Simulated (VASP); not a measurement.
Input of a VASP 6.6.1 run:

File INCAR:

```
PREC     = Accurate       # precision mode
ENCUT    = 900            # plane-wave cutoff, eV
EDIFF    = 1E-8           # SCF threshold, eV
ISMEAR   = 0              # smearing method
SIGMA    = 0.02           # smearing width, eV
LREAL    = F              # projectors in reciprocal space
LASPH    = T              # aspherical terms in the spheres
NELM     = 100            # most SCF steps
ALGO     = Normal         # electronic algorithm
ISIF     = 2              # what is computed and relaxed
LWAVE    = F              # write WAVECAR
LCHARG   = F              # write CHGCAR
METAGGA  = R2SCAN         # meta-GGA
LMIXTAU  = T            
ADDGRID  = F
```

Contents of KPOINTS:

```
Automatic mesh
0
Gamma
  12 12 12
```

The input POSCAR:

```
NaF
1.0
    0.0000000000      2.3200000000      2.3200000000
    2.3200000000      0.0000000000      2.3200000000
    2.3200000000      2.3200000000      0.0000000000
Na F
1 1
Direct
    0.0258840000     -0.0367460000      0.0017760000
    0.4822430000      0.5377660000      0.4799550000
```

Potentials or basis: VASP PAW PBE potentials, release 64 (Na_pv, F).

The run is started by

```sh
$ cat potpaw_PBE.64/Na_pv/POTCAR potpaw_PBE.64/F/POTCAR > POTCAR
$ mpirun -np 1 vasp_std > vasp.out
```

(1) Estimate the pressure.

(2) What does it give for the largest force?

Results:

(1) -0.5 GPa.

(2) 0.497 eV/Å.

Caveat: the PAW data sets were made with another functional, which shifts forces and pressure a little.
